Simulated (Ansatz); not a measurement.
**Ruthenium, simple cubic: r²SCAN0 after r²SCAN, part 1 of 2**

Aim: see what exact exchange does to the levels, and what it costs. Spin polarisation is left out. The geometry was relaxed under r²SCAN beforehand and is kept. Exact exchange is dear, so the k-mesh is coarse, and r²SCAN is run on the same mesh for comparison.

Computed with Ansatz 0.2.0 (DFT, plane waves (500 eV) with PBE-made PAW files, scalar-relativistic; functionals as named at each step, unless a step says otherwise).

### 1 Starting point

The structure is cubic, space group Pm-3m (No. 221). The conventional cell has a = 2.491 Å, b = 2.491 Å, c = 2.491 Å, α = 90.00°, β = 90.00°, γ = 90.00°. Ru (site symmetry m-3m) is surrounded by 6 Ru at 2.49 Å.

Structure file:

```
CELL_PARAMETERS angstrom
2.49144 0.00000 0.00000
0.00000 2.49144 0.00000
0.00000 0.00000 2.49144
ATOMIC_POSITIONS crystal
Ru 0.00000 0.00000 0.00000
```

### 2 r²SCAN, coarse mesh

The run with r²SCAN.

The input, input.yaml:

```yaml
crystal:
  lattice:
    - [2.491441516, 0.0, 0.0]
    - [0.0, 2.491441516, 0.0]
    - [0.0, 0.0, 2.491441516]
  atoms:
    - { symbol: Ru, position: [0.0, 0.0, 0.0] }
hamiltonian:
  xc: r2scan
  pseudopotentials:
    kind: paw
    azcp:
      Ru: "pseudopotentials/Ru.paw.azcp"
basis:
  ecutwfc: 500
  fft_grid_basis: typed
kpoints:
  mp_grid: { grid: [7, 7, 7], shift: [0, 0, 0] }
magnetization:
  spin_polarized: false
scf:
  occupations: { method: fermi_dirac, width: 0.1 }
```

Command:

```bash
ansatz run input.yaml --threads 4 --pin off --max-ram 8192MiB --backend cpu --events-out ev --progress --plain --runs-dir out
```

Log:

```text
Warning: RAYON_NUM_THREADS=4 ignored (pool sized by the plan → 4); use --threads N
Engine: ansatz 0.2.0, aarch64-unknown-linux-gnu
Pseudopotentials: kind: paw
Pseudopotential: Ru, paw, valence charge 16, recommended cutoff 500 eV (meta_gga), <dir>
Functional definition: r2SCAN
  parameter k0 = 0.174
  parameter k1 = 0.065
  parameter a1 = 4.9479
  exchange = r2scan_x(k0 = k0, k1 = k1, a1 = a1)
  correlation = r2scan_c
Crystal: 1 atoms, lattice volume = 15.465 Å³
Basis set: ecut = 500 eV, 389 PW (Γ), exchange–correlation on 80×80×80 points (64 copies of the dense FFT grid, shifted against one another)
Bands: 12, of which v1, the nominal top of the filled ones, is band 8 counted from 1 (7 counted from 0)
Symmetry: 48 space group operations
Space group: Pm-3m (ITA 221), of the structure as read, at distance tolerance 2.5e-5 Å
k-points: 20 of 343
Non-local potential: Ru, projectors of the file, l = 0: 3, l = 1: 2, l = 2: 2, l = 3: 1
PAW form: soft (Blöchl's): semilocal exchange-correlation on the pseudo side does not see the compensation charge
PAW frozen core: Ru, regenerated for the run's functional (the file was generated under x = pbe(κ = 0.804, μ = 0.2195149727645171), c = pbe(β = 0.06672455060314922))
PAW one-centre angular grid: Ru, 590 points (default); XC on 160 Gauss nodes
Initial density: superposition of atomic densities (neutral atoms: chi_scale 0, normalization atom), corrected by the library's trained network
Initial wavefunctions: pseudopotential atomic-orbital guess
Functional: x = r2scan, c = r2scan; τ floored in thin density (d = 2e-4 eV/Å³)
SCF iter   1: F=—  HF=-5889.489462 eV  |F-HF|=—  |Δ(HF+E_count)|=         —  Δρ=1.64e-2  dr2=9.31e-3  dr2_τ=3.57e-3  ethr=1.77e-3  ⟨swp⟩=5.1  Hψ=1413  notcnv=0
preconditioner: auto → none  [metal: Δε(μ)=0.045 eV  Ē_g=10.952 eV  σ=0.100 eV  W_gap=0.11  n_scr=6 (ndim 8)  ℏωp=26.7 eV  f_vac=0.000  D(μ)=1.55/eV (n_scr^D=18)  sad-step TF]
SCF iter   2: F=—  HF=-5889.499947 eV  |F-HF|=—  |Δ(HF+E_count)|=   1.05e-2  Δρ=9.16e-3  dr2=3.38e-3  dr2_τ=1.48e-4  ethr=5.82e-5  ⟨swp⟩=2.4  Hψ=613  notcnv=0  defer=1
SCF iter   3: F=—  HF=-5889.500992 eV  |F-HF|=—  |Δ(HF+E_count)|=   1.05e-3  Δρ=3.07e-3  dr2=1.38e-3  dr2_τ=1.68e-4  ethr=2.11e-5  ⟨swp⟩=2.2  Hψ=397  notcnv=0  defer=1
SCF iter   4: F=—  HF=-5889.500602 eV  |F-HF|=—  |Δ(HF+E_count)|=   3.90e-4  Δρ=4.47e-4  dr2=2.77e-5  dr2_τ=3.42e-6  ethr=8.61e-6  ⟨swp⟩=2.5  Hψ=361  notcnv=0  defer=1
SCF iter   5: F=—  HF=-5889.500626 eV  |F-HF|=—  |Δ(HF+E_count)|=   2.40e-5  Δρ=1.62e-4  dr2=1.85e-6  dr2_τ=1.10e-7  ethr=1.73e-7  ⟨swp⟩=2.0  Hψ=343  notcnv=0  defer=1
SCF iter   6: F=-5889.500635 eV  HF=-5889.500635 eV  |F-HF|=7.82e-8  |Δ(HF+E_count)|=   9.31e-6  Δρ=2.19e-5  dr2=8.18e-8  dr2_τ=1.65e-8  ethr=6.25e-10  ⟨swp⟩=1.3  Hψ=764  notcnv=0
SCF 1 converged in 6 iterations: F = -5889.500635 eV  dr2 = 8.18e-8
SCF converged after 6 iterations
Free energy (F): -5889.500635 eV
Harris-Foulkes:  -5889.500635 eV  (|F-HF|=7.82e-8)
Internal energy: -5889.448915 eV  (E = F + TS)
E sigma→0 (E₀):  -5889.474775 eV
Entropy (-TS):   -0.051721 eV (-51.721 meV/atom)
Fermi energy:    20.134463 eV
--- Per-component energies (eV) ---
  E_band       = -117.601508
  E_kinetic    = 516.046576
  E_local      = -1474.487736  (includes V_loc(G=0)·N_el)
  E_nonlocal   = 345.691218
  E_hartree    = 486.206895
  E_xc         = -183.416911
  E_vxc        = -265.613191  (∫ρ·V_xc dr)
  E_paw        = -3480.161153  (= ΣΔE_a)
  E_vpaw       = -230.396158  (= ΣTr[D̂ρ^β])
  E_aug_tail   = 0.000098  (compensation charges beyond the density's cutoff)
  E_vtau       = 18.734231  (kinetic-family band-sum trace: ∫τ·v_τ [+ j·A + Jᵃ·Aᵃ] dr)
  E_ewald      = -2099.016946
  E_core_change = -0.310956  (= ΣΔE_core)
  E_smearing   = -0.051721  (= −TS)
  E_closure    = -0.000000  (closes the sum)
  Σ components = -5889.500635   (vs F -5889.500635, Δ=0.00e0)
```

Wall time 0.72 s (4 threads of Arm Neoverse N1, shared host); peak memory 0.29 GiB.

### 3 r²SCAN0, coarse mesh

The run with r²SCAN0.

input.yaml, as its differences from that of step 2:

```diff
@@ -8,3 +8,3 @@
 hamiltonian:
-  xc: r2scan
+  xc: r2scan0
   pseudopotentials:
```

Command:

```bash
ansatz run input.yaml --threads 4 --pin off --max-ram 8192MiB --backend cpu --events-out ev --progress --plain --runs-dir out
```

Log:

```text
Warning: RAYON_NUM_THREADS=4 ignored (pool sized by the plan → 4); use --threads N
Engine: ansatz 0.2.0, aarch64-unknown-linux-gnu
Pseudopotentials: kind: paw
Pseudopotential: Ru, paw, valence charge 16, recommended cutoff 500 eV (meta_gga), <dir>
Functional definition: r2SCAN0
  parameter a = 0.25
  parameter k0 = 0.174
  parameter k1 = 0.065
  parameter a1 = 4.9479
  exchange = (1 - a)*r2scan_x(k0 = k0, k1 = k1, a1 = a1) + a*exact_x
  correlation = r2scan_c
Crystal: 1 atoms, lattice volume = 15.465 Å³
Basis set: ecut = 500 eV, 389 PW (Γ), exchange–correlation on 80×80×80 points (64 copies of the dense FFT grid, shifted against one another)
Bands: 12, of which v1, the nominal top of the filled ones, is band 8 counted from 1 (7 counted from 0)
Symmetry: 48 space group operations
Space group: Pm-3m (ITA 221), of the structure as read, at distance tolerance 2.5e-5 Å
k-points: 20 of 343
Non-local potential: Ru, projectors of the file, l = 0: 3, l = 1: 2, l = 2: 2, l = 3: 1
PAW form: soft (Blöchl's): semilocal exchange-correlation on the pseudo side does not see the compensation charge
PAW frozen core: Ru, regenerated for the run's functional, and the local potential with it (the file was generated under x = pbe(κ = 0.804, μ = 0.2195149727645171), c = pbe(β = 0.06672455060314922))
PAW one-centre angular grid: Ru, 590 points (default); XC on 160 Gauss nodes
Initial density: superposition of atomic densities (neutral atoms: chi_scale 0, normalization atom), corrected by the library's trained network
Initial wavefunctions: pseudopotential atomic-orbital guess
Functional: x = r2scan, c = r2scan; τ floored in thin density (d = 2e-4 eV/Å³), warm-up for x = 0.75 r2scan + 0.25 exact, c = r2scan; τ floored in thin density (d = 2e-4 eV/Å³)
SCF iter   1: F=—  HF=-5889.490786 eV  |F-HF|=—  |Δ(HF+E_count)|=         —  Δρ=1.69e-2  dr2=1.05e-2  dr2_τ=3.76e-3  ethr=1.77e-3  ⟨swp⟩=8.2  Hψ=1003  notcnv=0
preconditioner: auto → none  [metal: Δε(μ)=0.045 eV  Ē_g=10.959 eV  σ=0.100 eV  W_gap=0.11  n_scr=6 (ndim 8)  ℏωp=26.7 eV  f_vac=0.000  D(μ)=1.55/eV (n_scr^D=18)  sad-step TF]
SCF iter   2: F=—  HF=-5889.501308 eV  |F-HF|=—  |Δ(HF+E_count)|=   1.05e-2  Δρ=9.30e-3  dr2=3.41e-3  dr2_τ=1.51e-4  ethr=6.56e-5  ⟨swp⟩=2.8  Hψ=489  notcnv=0  defer=1
SCF iter   3: F=—  HF=-5889.502288 eV  |F-HF|=—  |Δ(HF+E_count)|=   9.80e-4  Δρ=3.00e-3  dr2=1.23e-3  dr2_τ=1.38e-4  ethr=2.13e-5  ⟨swp⟩=3.0  Hψ=468  notcnv=0  defer=1
iter 4 solved again at ethr=1.67e-7 eV; its pass at ethr=7.70e-6 eV (dr2=2.68e-5 eV) is discarded
SCF iter   4: F=—  HF=-5889.501968 eV  |F-HF|=—  |Δ(HF+E_count)|=   3.21e-4  Δρ=4.63e-4  dr2=2.73e-5  dr2_τ=4.12e-6  ethr=1.67e-7  ⟨swp⟩=2.4  Hψ=913  notcnv=0
SCF iter   5: F=—  HF=-5889.501994 eV  |F-HF|=—  |Δ(HF+E_count)|=   2.69e-5  Δρ=1.59e-4  dr2=1.68e-6  dr2_τ=7.41e-8  ethr=1.67e-7  ⟨swp⟩=3.0  Hψ=501  notcnv=0
SCF iter   6: F=—  HF=-5889.502002 eV  |F-HF|=—  |Δ(HF+E_count)|=   7.80e-6  Δρ=2.93e-5  dr2=1.48e-7  dr2_τ=8.30e-9  ethr=1.05e-8  ⟨swp⟩=3.1  Hψ=506  notcnv=0
SCF iter   7: F=—  HF=-5889.502003 eV  |F-HF|=—  |Δ(HF+E_count)|=   2.52e-7  Δρ=1.05e-5  dr2=2.26e-8  dr2_τ=8.37e-10  ethr=9.28e-10  ⟨swp⟩=3.0  Hψ=492  notcnv=0
SCF iter   8: F=-5889.502003 eV  HF=-5889.502003 eV  |F-HF|=6.82e-11  |Δ(HF+E_count)|=   1.12e-8  Δρ=1.41e-6  dr2=3.91e-10  dr2_τ=1.89e-11  ethr=1.42e-10  ⟨swp⟩=3.0  Hψ=503  notcnv=0
SCF 1 converged in 8 iterations: F = -5889.502003 eV  dr2 = 3.91e-10
Initial density: handed on by an earlier stage of this run
Initial wavefunctions: those handed on with the density
Functional: x = 0.75 r2scan + 0.25 exact, c = r2scan; τ floored in thin density (d = 2e-4 eV/Å³)
Frozen-core exchange: fock
iter 1 solved again at ethr=6.62e-5 eV; its pass at ethr=1.00e-1 eV (dr2=1.06e-2 eV) is discarded
SCF iter   1: F=—  HF=-5887.500647 eV  |F-HF|=—  |Δ(HF+E_count)|=         —  Δρ=9.71e-3  dr2=1.74e-2  dr2_τ=7.83e-4  ethr=6.62e-5  ⟨swp⟩=3.6  Hψ=1039  notcnv=0
preconditioner: auto → none  [metal: Δε(μ)=0.095 eV  Ē_g=12.754 eV  σ=0.100 eV  W_gap=0.23  n_scr=6 (ndim 8)  ℏωp=26.7 eV  f_vac=0.000  D(μ)=0.83/eV (n_scr^D=6)]
SCF iter   2: F=—  HF=-5887.496642 eV  |F-HF|=—  |Δ(HF+E_count)|=   4.00e-3  Δρ=2.31e-3  dr2=5.85e-3  dr2_τ=3.23e-4  ethr=6.62e-5  ⟨swp⟩=3.0  Hψ=549  notcnv=0
SCF iter   3: F=—  HF=-5887.496619 eV  |F-HF|=—  |Δ(HF+E_count)|=   2.32e-5  Δρ=1.16e-3  dr2=3.81e-5  dr2_τ=6.34e-6  ethr=1.62e-6  ⟨swp⟩=3.0  Hψ=467  notcnv=0
SCF iter   4: F=—  HF=-5887.496617 eV  |F-HF|=—  |Δ(HF+E_count)|=   2.44e-6  Δρ=1.34e-4  dr2=7.54e-7  dr2_τ=1.22e-7  ethr=2.38e-7  ⟨swp⟩=2.0  Hψ=410  notcnv=0
SCF iter   5: F=-5887.496617 eV  HF=-5887.496617 eV  |F-HF|=3.97e-9  |Δ(HF+E_count)|=   4.01e-8  Δρ=1.51e-5  dr2=1.94e-8  dr2_τ=3.20e-9  ethr=4.71e-9  ⟨swp⟩=3.1  Hψ=610  notcnv=0
SCF 2 converged in 5 iterations: F = -5887.496617 eV  dr2 = 1.94e-8
hybrid outer 1: dexx = +7.330e-3 eV, tail = 1.14e-2 eV
Frozen-core exchange: fock
SCF iter   1: F=—  HF=-5887.508509 eV  |F-HF|=—  |Δ(HF+E_count)|=         —  Δρ=4.16e-3  dr2=4.38e-3  dr2_τ=7.80e-5  ethr=3.55e-4  ⟨swp⟩=2.0  Hψ=480  notcnv=0
preconditioner: auto → none  [insulator: Δε(μ)=0.304 eV  Ē_g=12.782 eV  σ=0.100 eV  W_gap=0.61  n_scr=6 (ndim 8)  ℏωp=26.7 eV  f_vac=0.000  D(μ)=0.53/eV (n_scr^D=0)]
SCF iter   2: F=—  HF=-5887.508406 eV  |F-HF|=—  |Δ(HF+E_count)|=   1.03e-4  Δρ=1.66e-3  dr2=7.96e-5  dr2_τ=4.51e-6  ethr=3.55e-6  ⟨swp⟩=2.1  Hψ=407  notcnv=0
iter 3 solved again at ethr=9.30e-10 eV; its pass at ethr=4.97e-7 eV (dr2=1.49e-7 eV) is discarded
SCF iter   3: F=—  HF=-5887.508392 eV  |F-HF|=—  |Δ(HF+E_count)|=   1.40e-5  Δρ=6.05e-5  dr2=1.37e-7  dr2_τ=2.31e-7  ethr=9.30e-10  ⟨swp⟩=3.8  Hψ=1068  notcnv=0
SCF iter   4: F=-5887.508392 eV  HF=-5887.508392 eV  |F-HF|=3.36e-9  |Δ(HF+E_count)|=   1.60e-8  Δρ=1.26e-5  dr2=4.08e-9  dr2_τ=3.06e-9  ethr=8.54e-10  ⟨swp⟩=2.2  Hψ=412  notcnv=0
SCF 3 converged in 4 iterations: F = -5887.508392 eV  dr2 = 4.08e-9
hybrid outer 2: dexx = +4.194e-3 eV, tail = 1.04e-2 eV, Δε = 1.89e-1 eV (about 2.41e-1 eV left of the loop's levels)
Frozen-core exchange: fock
SCF iter   1: F=—  HF=-5887.515043 eV  |F-HF|=—  |Δ(HF+E_count)|=         —  Δρ=2.14e-3  dr2=4.32e-4  dr2_τ=2.03e-5  ethr=2.34e-4  ⟨swp⟩=2.0  Hψ=480  notcnv=0
preconditioner: auto → none  [insulator: Δε(μ)=0.378 eV  Ē_g=12.790 eV  σ=0.100 eV  W_gap=0.72  n_scr=6 (ndim 8)  ℏωp=26.7 eV  f_vac=0.000  D(μ)=0.34/eV (n_scr^D=0)]
iter 2 solved again at ethr=7.90e-10 eV; its pass at ethr=8.40e-7 eV (dr2=1.26e-7 eV) is discarded
SCF iter   2: F=—  HF=-5887.515018 eV  |F-HF|=—  |Δ(HF+E_count)|=   2.50e-5  Δρ=5.08e-5  dr2=2.91e-4  dr2_τ=6.14e-8  ethr=7.90e-10  ⟨swp⟩=3.8  Hψ=1081  notcnv=0
eigensolver tolerance schedule: the retry pair's looser diagonalisation over-reported the residual by 0.22 of it (diagonalisation noise at 0.22 of the residual, at the tolerance the schedule requests for it); recorded, not acted on — ethr = c·dr2/N_el stays at c = 1.0e-1
SCF iter   3: F=-5887.516263 eV  HF=-5887.516266 eV  |F-HF|=3.41e-6  |Δ(HF+E_count)|=   1.25e-3  Δρ=6.26e-4  dr2=3.30e-5  dr2_τ=1.90e-6  ethr=6.46e-10  ⟨swp⟩=4.8  Hψ=839  notcnv=0
SCF 4 stopped early in 3 iterations: F = -5887.516263 eV  dr2 = 3.30e-5
hybrid outer 3: dexx = +1.501e-3 eV, tail = 8.64e-3 eV, Δε = 2.41e-1 eV (about 3.90e-2 eV left of the loop's levels)
Frozen-core exchange: fock
SCF iter   1: F=—  HF=-5887.516247 eV  |F-HF|=—  |Δ(HF+E_count)|=         —  Δρ=2.17e-4  dr2=6.29e-6  dr2_τ=2.07e-7  ethr=2.28e-6  ⟨swp⟩=2.2  Hψ=484  notcnv=0
preconditioner: auto → none  [insulator: Δε(μ)=0.438 eV  Ē_g=12.793 eV  σ=0.100 eV  W_gap=0.79  n_scr=6 (ndim 8)  ℏωp=26.7 eV  f_vac=0.000  D(μ)=0.28/eV (n_scr^D=0)]
iter 2 solved again at ethr=1.37e-10 eV; its pass at ethr=1.34e-8 eV (dr2=2.19e-8 eV) is discarded
SCF iter   2: F=—  HF=-5887.516246 eV  |F-HF|=—  |Δ(HF+E_count)|=   5.42e-7  Δρ=1.96e-5  dr2=4.13e-6  dr2_τ=4.22e-9  ethr=1.37e-10  ⟨swp⟩=3.0  Hψ=928  notcnv=0
SCF iter   3: F=—  HF=-5887.516332 eV  |F-HF|=—  |Δ(HF+E_count)|=   8.58e-5  Δρ=4.83e-5  dr2=2.48e-7  dr2_τ=2.19e-8  ethr=1.36e-10  ⟨swp⟩=4.0  Hψ=707  notcnv=0
SCF iter   4: F=—  HF=-5887.516332 eV  |F-HF|=—  |Δ(HF+E_count)|=   1.12e-8  Δρ=5.06e-6  dr2=1.40e-7  dr2_τ=3.23e-10  ethr=1.36e-10  ⟨swp⟩=3.0  Hψ=577  notcnv=0
SCF iter   5: F=-5887.516333 eV  HF=-5887.516333 eV  |F-HF|=3.26e-10  |Δ(HF+E_count)|=   7.14e-7  Δρ=1.88e-5  dr2=1.33e-8  dr2_τ=1.82e-9  ethr=8.16e-12  ⟨swp⟩=4.2  Hψ=754  notcnv=0
SCF 5 converged in 5 iterations: F = -5887.516333 eV  dr2 = 1.33e-8
hybrid outer 4: dexx = +1.069e-5 eV, tail = 2.17e-5 eV, Δε = 1.85e-2 eV (about 1.64e-3 eV left of the loop's levels)
Frozen-core exchange: fock
SCF iter   1: F=—  HF=-5887.516333 eV  |F-HF|=—  |Δ(HF+E_count)|=         —  Δρ=2.03e-5  dr2=1.39e-8  dr2_τ=1.67e-9  ethr=6.25e-9  ⟨swp⟩=2.5  Hψ=489  notcnv=0
preconditioner: auto → none  [insulator: Δε(μ)=0.447 eV  Ē_g=12.794 eV  σ=0.100 eV  W_gap=0.79  n_scr=6 (ndim 8)  ℏωp=26.7 eV  f_vac=0.000  D(μ)=0.28/eV (n_scr^D=0)]
iter 2 solved again at ethr=1.00e-12 eV; its pass at ethr=8.68e-11 eV (dr2=2.23e-11 eV) is discarded
SCF iter   2: F=-5887.516333 eV  HF=-5887.516333 eV  |F-HF|=9.09e-12  |Δ(HF+E_count)|=  9.70e-10  Δρ=8.02e-7  dr2=4.98e-11  dr2_τ=6.60e-12  ethr=1.00e-12  ⟨swp⟩=2.9  Hψ=895  notcnv=0
SCF 6 converged in 2 iterations: F = -5887.516333 eV  dr2 = 4.98e-11
hybrid outer 5: dexx = +1.985e-10 eV, tail = 1.22e-10 eV, Δε = 1.24e-4 eV (about 2.79e-5 eV left of the loop's levels)
Frozen-core exchange: fock
iter 1 solved again at ethr=2.57e-11 eV; its pass at ethr=1.00e-1 eV (dr2=4.11e-9 eV) is discarded
SCF iter   1: F=—  HF=-5887.516269 eV  |F-HF|=—  |Δ(HF+E_count)|=         —  Δρ=1.02e-5  dr2=1.13e-5  dr2_τ=4.35e-10  ethr=2.57e-11  ⟨swp⟩=4.4  Hψ=889  notcnv=0
preconditioner: auto → none  [insulator: Δε(μ)=0.485 eV  Ē_g=12.794 eV  σ=0.100 eV  W_gap=0.82  n_scr=6 (ndim 8)  ℏωp=26.7 eV  f_vac=0.000  D(μ)=0.26/eV (n_scr^D=0)]
SCF iter   2: F=—  HF=-5887.516328 eV  |F-HF|=—  |Δ(HF+E_count)|=   5.87e-5  Δρ=2.30e-6  dr2=8.63e-7  dr2_τ=3.02e-10  ethr=2.57e-11  ⟨swp⟩=3.4  Hψ=511  notcnv=0
SCF iter   3: F=-5887.516332 eV  HF=-5887.516332 eV  |F-HF|=4.73e-11  |Δ(HF+E_count)|=   4.21e-6  Δρ=3.46e-6  dr2=8.32e-10  dr2_τ=7.89e-11  ethr=4.15e-12  ⟨swp⟩=3.5  Hψ=594  notcnv=0
SCF 7 converged in 3 iterations: F = -5887.516332 eV  dr2 = 8.32e-10
hybrid outer 1: dexx = +8.646e-5 eV, tail = 4.82e-9 eV
Frozen-core exchange: fock
SCF iter   1: F=—  HF=-5887.516333 eV  |F-HF|=—  |Δ(HF+E_count)|=         —  Δρ=4.22e-6  dr2=6.72e-10  dr2_τ=1.13e-10  ethr=6.25e-9  ⟨swp⟩=2.3  Hψ=487  notcnv=0
SCF iter   2: F=-5887.516333 eV  HF=-5887.516333 eV  |F-HF|=2.91e-11  |Δ(HF+E_count)|=  6.02e-10  Δρ=2.29e-6  dr2=1.69e-10  dr2_τ=7.16e-12  ethr=3.26e-12  ⟨swp⟩=2.4  Hψ=420  notcnv=0  defer=1
SCF 8 converged in 2 iterations: F = -5887.516333 eV  dr2 = 1.69e-10
hybrid outer 2: dexx = +8.412e-10 eV, tail = 3.80e-10 eV, Δε = 2.01e-4 eV (about 4.86e-5 eV left of the loop's levels)
exact exchange: an outer loop of this run ended on a state whose frontier levels can be filled otherwise, and a further loop was made from that state with electrons moved between them. It converged no lower than the two loops' stops tell apart, in 5 SCF iterations, so its state is not used
Frozen-core exchange: fock
iter 1 solved again at ethr=3.00e-9 eV; its pass at ethr=1.00e-1 eV (dr2=4.80e-7 eV) is discarded
SCF iter   1: F=—  HF=-5887.509571 eV  |F-HF|=—  |Δ(HF+E_count)|=         —  Δρ=6.14e-5  dr2=1.00e-3  dr2_τ=4.48e-8  ethr=3.00e-9  ⟨swp⟩=3.8  Hψ=857  notcnv=0
preconditioner: auto → none  [insulator: Δε(μ)=0.456 eV  Ē_g=12.749 eV  σ=0.100 eV  W_gap=0.51  n_scr=6 (ndim 8)  ℏωp=26.7 eV  f_vac=0.000  D(μ)=0.55/eV (n_scr^D=6)]
SCF iter   2: F=—  HF=-5887.511928 eV  |F-HF|=—  |Δ(HF+E_count)|=   2.36e-3  Δρ=2.20e-5  dr2=9.79e-4  dr2_τ=2.79e-8  ethr=3.00e-9  ⟨swp⟩=3.1  Hψ=511  notcnv=0
SCF iter   3: F=-5887.516238 eV  HF=-5887.516238 eV  |F-HF|=3.97e-7  |Δ(HF+E_count)|=   4.31e-3  Δρ=5.83e-5  dr2=1.75e-6  dr2_τ=3.26e-8  ethr=3.61e-10  ⟨swp⟩=4.2  Hψ=580  notcnv=0
SCF 9 stopped early in 3 iterations: F = -5887.516238 eV  dr2 = 1.75e-6
hybrid outer 1: dexx = +1.777e-2 eV, tail = 4.75e-6 eV
Frozen-core exchange: fock
SCF iter   1: F=—  HF=-5887.516332 eV  |F-HF|=—  |Δ(HF+E_count)|=         —  Δρ=1.91e-5  dr2=2.10e-7  dr2_τ=2.44e-8  ethr=1.32e-7  ⟨swp⟩=2.3  Hψ=487  notcnv=0
preconditioner: auto → none  [insulator: Δε(μ)=0.443 eV  Ē_g=12.794 eV  σ=0.100 eV  W_gap=0.79  n_scr=6 (ndim 8)  ℏωp=26.7 eV  f_vac=0.000  D(μ)=0.28/eV (n_scr^D=0)]
iter 2 solved again at ethr=1.05e-11 eV; its pass at ethr=2.14e-10 eV (dr2=1.68e-9 eV) is discarded
SCF iter   2: F=—  HF=-5887.516332 eV  |F-HF|=—  |Δ(HF+E_count)|=   1.49e-9  Δρ=4.64e-6  dr2=1.75e-7  dr2_τ=8.59e-10  ethr=1.05e-11  ⟨swp⟩=2.0  Hψ=941  notcnv=0
SCF iter   3: F=—  HF=-5887.516333 eV  |F-HF|=—  |Δ(HF+E_count)|=   7.61e-7  Δρ=7.27e-6  dr2=2.12e-8  dr2_τ=6.89e-10  ethr=1.04e-11  ⟨swp⟩=4.0  Hψ=636  notcnv=0
SCF iter   4: F=—  HF=-5887.516333 eV  |F-HF|=—  |Δ(HF+E_count)|=   1.96e-9  Δρ=9.81e-7  dr2=1.45e-8  dr2_τ=1.87e-11  ethr=1.04e-11  ⟨swp⟩=3.0  Hψ=570  notcnv=0
SCF iter   5: F=-5887.516333 eV  HF=-5887.516333 eV  |F-HF|=1.73e-10  |Δ(HF+E_count)|=   6.77e-8  Δρ=1.37e-6  dr2=2.53e-10  dr2_τ=2.58e-11  ethr=1.00e-12  ⟨swp⟩=3.4  Hψ=502  notcnv=0
SCF 10 converged in 5 iterations: F = -5887.516333 eV  dr2 = 2.53e-10
hybrid outer 2: dexx = +1.155e-6 eV, tail = 7.44e-10 eV, Δε = 1.28e-2 eV (about 2.49e-4 eV left of the loop's levels)
exact exchange: an outer loop of this run ended on a state whose frontier levels can be filled otherwise, and a further loop was made from that state with electrons moved between them. It converged no lower than the two loops' stops tell apart, in 8 SCF iterations, so its state is not used
hybrid SCF converged: 5 outer / 19 inner (+8 warm-up), last move |dexx| = 1.98e-10 eV, tail = 1.22e-10 eV
Stability not checked: this state was not tested for a lower state beside it, because the functional holds exact exchange (a hybrid, or Hartree-Fock), whose exchange loop this test does not read (fock_operator; see scf.lower_state_search)
Free energy (F): -5887.516333 eV
Frozen-core exchange: fock
Harris-Foulkes:  -5887.516333 eV  (|F-HF|=9.09e-12)
Internal energy: -5887.505158 eV  (E = F + TS)
E sigma→0 (E₀):  -5887.510745 eV
Entropy (-TS):   -0.011175 eV (-11.175 meV/atom)
Fermi energy:    19.957165 eV
--- Per-component energies (eV) ---
  E_band       = -154.925826
  E_kinetic    = 515.944596
  E_local      = -1469.900801  (includes V_loc(G=0)·N_el)
  E_nonlocal   = 343.450052
  E_hartree    = 483.617836
  E_xc         = -142.156094
  E_vxc        = -202.492968  (∫ρ·V_xc dr)
  E_exx        = -60.950381  (= α·E_x^exact, valence–valence)
  E_paw        = -3457.810710  (= ΣΔE_a)
  E_vpaw       = -200.190548  (= ΣTr[D̂ρ^β])
  E_aug_tail   = 0.000098  (compensation charges beyond the density's cutoff)
  E_vtau       = 12.928896  (kinetic-family band-sum trace: ∫τ·v_τ [+ j·A + Jᵃ·Aᵃ] dr)
  E_ewald      = -2099.016946
  E_core_change = -0.682807  (= ΣΔE_core)
  E_smearing   = -0.011175  (= −TS)
  E_closure    = -0.000000  (closes the sum)
  Σ components = -5887.516333   (vs F -5887.516333, Δ=-9.09e-13)
--- Band table (eV; the first three rows and the last of 20) ---
  k-point 0: bands = ["-59.4524", "-26.7707", "-26.7707", "-26.7707", "11.2918", "12.7292", "12.7292", "22.6349", "22.6349", "22.6349", "38.8377"]
  k-point 1: bands = ["-59.4204", "-27.0388", "-26.7484", "-26.7484", "11.9311", "12.8865", "13.5710", "21.7738", "21.7738", "22.6903", "35.8324"]
  k-point 2: bands = ["-59.3479", "-27.6192", "-26.6967", "-26.6967", "13.0423", "13.2545", "16.2282", "19.6904", "19.6904", "22.8324", "31.7590"]
  k-point 19: bands = ["-58.9763", "-27.7235", "-27.7168", "-27.7168", "13.7203", "14.0050", "14.0050", "23.4704", "23.4704", "31.2140", "32.6451"]
  guard bands above this table: 1 of the run's 12 bands, where the rule asks 2: the bands that hold charge and the lowest empty level above them stay in the table. The solve was not asked for them (output.publish_guard_bands: true or output.eigenvalues: true publishes all)
```

Run time: 22 s. Hardware: 4 threads of Arm Neoverse N1, shared host; peak memory 0.96 GiB.

### 4 The functionals compared

```tsv
functional	gap on the mesh	Fermi energy (eV)	SCF cycles	exchange loops	CPU time
r²SCAN	none (levels filled in part)	20.134	6	-	1.5 s
r²SCAN0	none (levels filled in part)	19.957	27	5	76 s
```

(Continued in part 2 of 2.)
